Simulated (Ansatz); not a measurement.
**MgI2: a single-point run**

Wanted: a converged single-point run for MgI2, and a check of what comes out. The structure is shown as the input types it. The cell is built on a prototype (3R-MoS2 type) and needn't be the phase found in nature.

Computed with Ansatz 0.2.0 (density functional or hybrid calculation with the settings of its input, plane waves (as first typed), unless a step's input says otherwise).

4 further runs of the same task are left out: 2 that didn't finish, 2 set aside as unsound or not needed.

## Step 1: The system as given

The structure is trigonal, space group R3m (No. 160). Conventional cell: a = 4.055 Å, b = 4.055 Å, c = 21.766 Å, α = 90.00°, β = 90.00°, γ = 120.00°. Around Mg (site symmetry 3m) lie 6 I at 2.98 Å. I (site symmetry 3m) is surrounded by 3 Mg at 2.98 Å.

Structure file:

```cif
data_structure
_symmetry_space_group_name_H-M 'R3m:H'
_symmetry_Int_Tables_number 160
_cell_length_a 4.0550
_cell_length_b 4.0550
_cell_length_c 21.7663
_cell_angle_alpha 90.000
_cell_angle_beta 90.000
_cell_angle_gamma 120.000
_cell_volume 309.95
loop_
_atom_site_label
_atom_site_type_symbol
_atom_site_symmetry_multiplicity
_atom_site_Wyckoff_symbol
_atom_site_fract_x
_atom_site_fract_y
_atom_site_fract_z
_atom_site_occupancy
Mg1 Mg 3 a 0.66667 0.33333 0.33332 1
I1 I 3 a 0.33333 0.66667 0.08459 1
I2 I 3 a 0.00000 0.00000 0.24876 1
```

## Step 2: The calculation

input.yaml reads:

```yaml
crystal:
  lattice:
    - [2.0274773882, 1.1705646158, 7.255423456]
    - [-2.0274773882, 1.1705646158, 7.255423456]
    - [0.0, -2.3411292317, 7.255423456]
  atoms:
    - { symbol: Mg, position: [-1.00368e-05, -1.00368e-05, -1.00368e-05] }
    - { symbol: I, position: [0.4179194843, 0.4179194843, 0.4179194843] }
    - { symbol: I, position: [0.2487572191, 0.2487572191, 0.2487572191] }
kpoints:
  mp_grid: { grid: [1, 1, 1] }
hamiltonian:
  xc: pbesol
scf:
  occupations: { method: fixed }
  n_extra_bands: 4
output:
  forces: true
  stress: true
  eigenvalues: true
```

On the command line:

```sh
$ ansatz run input.yaml --threads 4 --pin off --max-ram 3686MiB --backend cpu --events-out ev --progress --plain --runs-dir out
```

What happens when this is run?

The program finished normally. It gives a pressure of 23 GPa, which is large; a structure far from rest gives such values too, whatever the setting.

In the input, kpoints.mp_grid.grid is [1, 1, 1]. One k-point can't sample the Brillouin zone of so small a cell.

The test: set kpoints.mp_grid.grid to [6, 6, 6].
